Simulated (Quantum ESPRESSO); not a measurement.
# CdS (Hawleyite): modes at Γ and the response to a field, part 2 of 3

Which modes does CdS (Hawleyite) have at the zone centre?

Quantum ESPRESSO 7.5; DFT PBE, scalar-relativistic, plane waves, GBRV ultrasoft pseudopotentials.

So far. Step 2 (A probe with smearing): A gap of 1.1 eV opens on this mesh, so the crystal is taken as an insulator; the start stands at 2.7 GPa. Step 4 (Ground state): The cell stands at 0.33 GPa, close enough for stiff modes, while soft ones can move. The relaxed cell has a = 5.911 Å (conventional setting).

## (5) Linear response at Γ

At q = 0 one unit cell holds all displacements; symmetry groups them into irreducible representations that are solved one by one. The response to a field gives ε∞ and the Born charges, which polar modes need.

File ph.in:

```
phonons
 &inputph
    prefix='x',
    outdir='./tmp',
    fildyn='g.dyn',
    tr2_ph=1.0d-18,
    epsil=.true.,
 /
0.000000000000 0.000000000000 0.000000000000
```

On the command line:

```
OMP_NUM_THREADS=1 mpirun -n 4 ph.x -nk 4 -in ph.in > ph.out
```

What it wrote:

```text
[banners, grids, parts of the stress and lines that vanish by symmetry left out]
[banner, memory and clock lines left out]
Program PHONON v.7.5

     ./tmp/x.save/

     IMPORTANT: XC functional enforced from input :
     Exchange-correlation= PBE
                           (   1   4   3   4   0   0   0)
     Any further DFT definition will be discarded
     Please, verify this is what you really want

     G-vector sticks info

     negative rho (up, down):  2.247E-02 0.000E+00
     Reading collected, re-writing distributed wavefunctions in ./tmp/

     Number and degeneracy of irreps per q-point
       N         xq(1)         xq(2)         xq(3)   N irreps
       1   0.000000000   0.000000000   0.000000000       2
        3   3

     Calculation of q =    0.0000000   0.0000000   0.0000000

     phonons

     bravais-lattice index     =            2
     lattice parameter (alat)  =      11.1701  a.u.
     unit-cell volume          =     348.4281 (a.u.)^3
     number of atoms/cell      =            2
     number of atomic types    =            2
     kinetic-energy cut-off    =      50.0000  Ry
     charge density cut-off    =     400.0000  Ry
     convergence threshold     =      1.0E-18
     beta                      =       0.7000
     number of iterations used =            4
     Exchange-correlation= PBE
                           (   1   4   3   4   0   0   0)

     celldm(1)=   11.17012  celldm(2)=    0.00000  celldm(3)=    0.00000
     celldm(4)=    0.00000  celldm(5)=    0.00000  celldm(6)=    0.00000

     crystal axes: (cart. coord. in units of alat)
               a(1) = ( -0.5000  0.0000  0.5000 )
               a(2) = (  0.0000  0.5000  0.5000 )
               a(3) = ( -0.5000  0.5000  0.0000 )

     reciprocal axes: (cart. coord. in units 2 pi/alat)
               b(1) = ( -1.0000 -1.0000  1.0000 )
               b(2) = (  1.0000  1.0000  1.0000 )
               b(3) = ( -1.0000  1.0000 -1.0000 )

     Atoms inside the unit cell:

     Cartesian axes

     site n.  atom      mass           positions (alat units)
        1  Cd    112.4140   tau(    1) = (    0.00000    0.00000    0.00000  )
        2  S      32.0600   tau(    2) = (   -0.25000    0.25000    0.25000  )

     Computing dynamical matrix for
                    q = (   0.0000000   0.0000000   0.0000000 )

     25 Sym.Ops. (with q -> -q+G )

     G cutoff = 1264.1997  (  47183 G-vectors)     FFT grid: ( 54, 54, 54)
     G cutoff =  632.0999  (  16625 G-vectors)  smooth grid: ( 36, 36, 36)
     number of k points=    29
                       cart. coord. in units 2pi/alat
        k(    1) = (   0.0000000   0.0000000   0.0000000), wk =   0.0039062
        k(    2) = (  -0.1250000   0.1250000  -0.1250000), wk =   0.0312500
        k(    3) = (  -0.2500000   0.2500000  -0.2500000), wk =   0.0312500
        [... further k-points left out ...]

     PseudoPot. # 1 for Cd read from file:
     ./pseudo/Cd.upf
     Pseudo is Ultrasoft + core correction, Zval = 12.0
     Using radial grid of  889 points,  6 beta functions with:
                l(1) =   0
                l(2) =   0
                l(3) =   1
                l(4) =   1
                l(5) =   2
                l(6) =   2
     Q(r) pseudized with  6 coefficients,  rinner =    1.000   1.000   1.000
                                                       1.000   1.000

     PseudoPot. # 2 for S  read from file:
     ./pseudo/S.upf
     Pseudo is Ultrasoft + core correction, Zval =  6.0
     Using radial grid of  907 points,  6 beta functions with:
                l(1) =   0
                l(2) =   0
                l(3) =   1
                l(4) =   1
                l(5) =   2
                l(6) =   2
     Q(r) pseudized with  8 coefficients,  rinner =    1.300   1.300   1.300
                                                       1.300   1.300

     Mode symmetry, T_d (-43m)  point group:

     Electric field:
     Dielectric constant
     Born effective charges as d Force / d E

     Atomic displacements:
     There are    2 irreducible representations

     Representation     1      3 modes -  To be done

     Representation     2      3 modes -  To be done

     Alpha used in Ewald sum =   2.8000

     negative rho (up, down):  2.247E-02 0.000E+00

     Electric Fields Calculation

      iter #   1   av.it.:   6.8
      thresh= 1.000E-02 alpha_mix =  0.700 |ddv_scf|^2 =  3.793E-08

      iter #   2   av.it.:  15.6
      thresh= 1.947E-05 alpha_mix =  0.700 |ddv_scf|^2 =  4.934E-09

      iter #   3   av.it.:  15.0
      thresh= 7.025E-06 alpha_mix =  0.700 |ddv_scf|^2 =  2.452E-10

      iter #   4   av.it.:  14.8
      thresh= 1.566E-06 alpha_mix =  0.700 |ddv_scf|^2 =  7.216E-12

      iter #   5   av.it.:  15.2
      thresh= 2.686E-07 alpha_mix =  0.700 |ddv_scf|^2 =  2.940E-13

      iter #   6   av.it.:  15.5
      thresh= 5.422E-08 alpha_mix =  0.700 |ddv_scf|^2 =  3.507E-15

      iter #   7   av.it.:  15.3
      thresh= 5.922E-09 alpha_mix =  0.700 |ddv_scf|^2 =  1.872E-16

      iter #   8   av.it.:  15.1
      thresh= 1.368E-09 alpha_mix =  0.700 |ddv_scf|^2 =  2.305E-18

      iter #   9   av.it.:  15.3
      thresh= 1.518E-10 alpha_mix =  0.700 |ddv_scf|^2 =  4.605E-20

     End of electric fields calculation

          Dielectric constant in cartesian axis

          (       6.811737797       0.000000000       0.000000000 )
          (       0.000000000       6.811737797      -0.000000000 )
          (       0.000000000      -0.000000000       6.811737797 )

          Effective charges (d Force / dE) in cartesian axis without acoustic sum rule applied (asr)

           atom    1  Cd    Mean Z*:        2.24739
      Ex  (        2.24739       -0.00000       -0.00000 )
      Ey  (       -0.00000        2.24739        0.00000 )
      Ez  (       -0.00000        0.00000        2.24739 )
           atom    2  S     Mean Z*:       -2.26431
      Ex  (       -2.26431       -0.00000        0.00000 )
      Ey  (        0.00000       -2.26431        0.00000 )
      Ez  (        0.00000       -0.00000       -2.26431 )

          Effective charges Sum: Mean:       -0.01692
             -0.01692       -0.00000       -0.00000
             -0.00000       -0.01692       -0.00000
              0.00000        0.00000       -0.01692

          Effective charges (d Force / dE) in cartesian axis with asr applied:
           atom    1  Cd    Mean Z*:        2.25585
      E*x (        2.25585       -0.00000       -0.00000 )
      E*y (       -0.00000        2.25585        0.00000 )
      E*z (       -0.00000        0.00000        2.25585 )
           atom    2  S     Mean Z*:       -2.25585
      E*x (       -2.25585        0.00000        0.00000 )
      E*y (        0.00000       -2.25585        0.00000 )
      E*z (        0.00000       -0.00000       -2.25585 )

     Representation #   1 modes #   1   2   3

     Self-consistent Calculation

      iter #   1   av.it.:   6.0
      thresh= 1.000E-02 alpha_mix =  0.700 |ddv_scf|^2 =  6.888E-08

      iter #   2   av.it.:  15.7
      thresh= 2.624E-05 alpha_mix =  0.700 |ddv_scf|^2 =  9.038E-09

      iter #   3   av.it.:  15.3
      thresh= 9.507E-06 alpha_mix =  0.700 |ddv_scf|^2 =  1.111E-10

      iter #   4   av.it.:  15.4
      thresh= 1.054E-06 alpha_mix =  0.700 |ddv_scf|^2 =  2.993E-12

      iter #   5   av.it.:  15.4
      thresh= 1.730E-07 alpha_mix =  0.700 |ddv_scf|^2 =  4.806E-14

[...]
End of self-consistent calculation

     Convergence has been achieved

     Representation #   2 modes #   4   5   6

     Self-consistent Calculation

[...]
iter #   3   av.it.:  15.6
      thresh= 2.941E-05 alpha_mix =  0.700 |ddv_scf|^2 =  1.680E-10

      iter #   4   av.it.:  16.2
      thresh= 1.296E-06 alpha_mix =  0.700 |ddv_scf|^2 =  1.085E-11

      iter #   5   av.it.:  15.9
      thresh= 3.295E-07 alpha_mix =  0.700 |ddv_scf|^2 =  1.845E-13

      iter #   6   av.it.:  15.9
      thresh= 4.295E-08 alpha_mix =  0.700 |ddv_scf|^2 =  1.726E-15

      iter #   7   av.it.:  15.7
      thresh= 4.154E-09 alpha_mix =  0.700 |ddv_scf|^2 =  1.330E-16

      iter #   8   av.it.:  15.3
      thresh= 1.153E-09 alpha_mix =  0.700 |ddv_scf|^2 =  1.434E-18

      iter #   9   av.it.:  16.0
      thresh= 1.198E-10 alpha_mix =  0.700 |ddv_scf|^2 =  2.514E-20

     End of self-consistent calculation

     Convergence has been achieved

     Number of q in the star =    1
     List of q in the star:
          1   0.000000000   0.000000000   0.000000000

          Dielectric constant in cartesian axis

          (       6.811737797       0.000000000       0.000000000 )
          (       0.000000000       6.811737797      -0.000000000 )
          (       0.000000000      -0.000000000       6.811737797 )

          Effective charges (d Force / dE) in cartesian axis without acoustic sum rule applied (asr)

           atom    1  Cd    Mean Z*:        2.24739
      Ex  (        2.24739       -0.00000       -0.00000 )
      Ey  (       -0.00000        2.24739        0.00000 )
      Ez  (       -0.00000        0.00000        2.24739 )
           atom    2  S     Mean Z*:       -2.26431
      Ex  (       -2.26431       -0.00000        0.00000 )
      Ey  (        0.00000       -2.26431        0.00000 )
      Ez  (        0.00000       -0.00000       -2.26431 )

          Effective charges Sum: Mean:       -0.01692
             -0.01692       -0.00000       -0.00000
             -0.00000       -0.01692       -0.00000
              0.00000        0.00000       -0.01692

          Effective charges (d Force / dE) in cartesian axis with asr applied:
           atom    1  Cd    Mean Z*:        2.25585
      E*x (        2.25585       -0.00000       -0.00000 )
      E*y (       -0.00000        2.25585        0.00000 )
      E*z (       -0.00000        0.00000        2.25585 )
           atom    2  S     Mean Z*:       -2.25585
      E*x (       -2.25585        0.00000        0.00000 )
      E*y (        0.00000       -2.25585        0.00000 )
      E*z (        0.00000       -0.00000       -2.25585 )

     Diagonalizing the dynamical matrix

     q = (    0.000000000   0.000000000   0.000000000 )

 **************************************************************************
     freq (    1) =      -0.040108 [THz] =      -1.337843 [cm-1]
     freq (    2) =      -0.040108 [THz] =      -1.337843 [cm-1]
     freq (    3) =      -0.040108 [THz] =      -1.337843 [cm-1]
     freq (    4) =       6.637375 [THz] =     221.399000 [cm-1]
     freq (    5) =       6.637375 [THz] =     221.399000 [cm-1]
     freq (    6) =       6.637375 [THz] =     221.399000 [cm-1]
 **************************************************************************

     Mode symmetry, T_d (-43m)  point group:

     freq (   1-   3) =         -1.3  [cm-1]   --> T_2  G_15 P_4   I+R
     freq (   4-   6) =        221.4  [cm-1]   --> T_2  G_15 P_4   I+R
```

The job ended after 2.2 min (4 MPI ranks of Arm Neoverse V2, shared host).

Numbers from this step:

| Property | Result |
| --- | --- |
| miss of the charge sum rule | 0.01692 e |
| largest acoustic frequency at the zone centre before the sum rule | -1.34 cm⁻¹ |
| highest optical zone-centre mode (no LO-TO term) | 221.4 cm⁻¹ |
| lowest optical zone-centre mode | 221.4 cm⁻¹ |
| mean high-frequency dielectric constant | 6.812 |
| largest Born charge in size (third of the trace) | 2.264 e |

Born charge (rows field, columns displacement), before the sum rule (e), principal values of the symmetric part by kind of site:

| atom | atoms with these values | low | middle | high | mean |
| --- | --- | --- | --- | --- | --- |
| Cd1 | 1 | 2.25 | 2.25 | 2.25 | 2.25 |
| S2 | 1 | -2.26 | -2.26 | -2.26 | -2.26 |

In full for Cd1:

```
2.25 0.00 0.00
0.00 2.25 0.00
0.00 0.00 2.25
```

High-frequency dielectric tensor:

```
6.81 0.00 0.00
0.00 6.81 0.00
0.00 0.00 6.81
```

The acoustic modes at Γ come out as far as 1.3 cm⁻¹ from zero, where they should vanish, a small numerical error; the Born charges miss their sum rule by 0.017 e, which is good.

## (6) Zone-centre analysis

A rigid shift of the crystal must cost nothing, but grids and finite bases break this; the acoustic sum rule is imposed before the matrix is diagonalised again. With Born charges the intensities follow, and the static dielectric tensor.

File dynmat.in:

```
 &input
    fildyn='g.dyn',
    asr='simple',
    fileig='dynmat.eig',
    lperm=.true.,
 /
```

On the command line:

```
dynmat.x -in dynmat.in > dynmat.out
```

What it wrote:

```text
[banner, memory and clock lines left out]
Program DYNMAT v.7.5

     Reading Dynamical Matrix from file g.dyn
     ...Force constants read
     ...epsilon and Z* read
     A direction for q was not specified:TO-LO splitting will be absent

     Polarizability (A^3 units)
     multiply by 0.340455 for Clausius-Mossotti correction
        23.878812    0.000000    0.000000
         0.000000   23.878812   -0.000000
         0.000000   -0.000000   23.878812

     IR activities are in (D/A)^2/amu units

# mode   [cm-1]    [THz]      IR
    1      0.00    0.0000    0.0000
    2      0.00    0.0000    0.0000
    3      0.00    0.0000    0.0000
    4    221.40    6.6373    4.7065
    5    221.40    6.6373    4.7065
    6    221.40    6.6373    4.7065

Electronic dielectric permittivity tensor (relative, adimensional)
         6.811738    0.000000    0.000000
         0.000000    6.811738   -0.000000
         0.000000   -0.000000    6.811738

 ... with zone-center polar mode contributions
        10.778078    0.000000    0.000000
         0.000000   10.778078    0.000000
         0.000000    0.000000   10.778078
```

Elapsed: 0.47 s, on 1 thread.

This step gave:

| Property | Result |
| --- | --- |
| mean static dielectric constant | 10.78 |

Unit eigenvectors of the mass-weighted matrix after the sum rule; no LO-TO term. Modes at Γ, with each element's share of the kinetic energy:

| mode | frequency (cm⁻¹) | symmetry | Cd % | S % |
| --- | --- | --- | --- | --- |
| 1 | 0.0 | acoustic | 78 | 22 |
| 2 | 0.0 | acoustic | 78 | 22 |
| 3 | 0.0 | acoustic | 78 | 22 |
| 4 | 221.4 | T2 | 22 | 78 |
| 5 | 221.4 | T2 | 22 | 78 |
| 6 | 221.4 | T2 | 22 | 78 |

Displacements in mode 5 (221.4 cm⁻¹), the largest set to 1:
```
Cd1  0.00  0.00 -0.29
S2   0.00  0.00  1.00
```

Degenerate modes summed, no LO-TO term. Lines of the infrared spectrum (strongest = 100):

| position (cm⁻¹) | lines merged | label | IR intensity, relative |
| --- | --- | --- | --- |
| 221 | 3 | T2 | 100 |

Static dielectric tensor (ions relaxed, fixed cell):

```
10.78  0.00  0.00
 0.00 10.78  0.00
 0.00  0.00 10.78
```

The rule moves no optical mode by more than 0.1 cm⁻¹.

[end of part 2 of 3]

[Host names and launcher messages were left out of these logs when they were recorded.]

[Logs are printed without paths, hosts, clocks, repeated set-up lines and the standing remarks that a program may print on its own settings, such as how far it seeks lower states.]

[Hosts, paths, dates, database ids (printed as entryN), source tags and the programs' standing remarks are cut or masked in the printed files.]
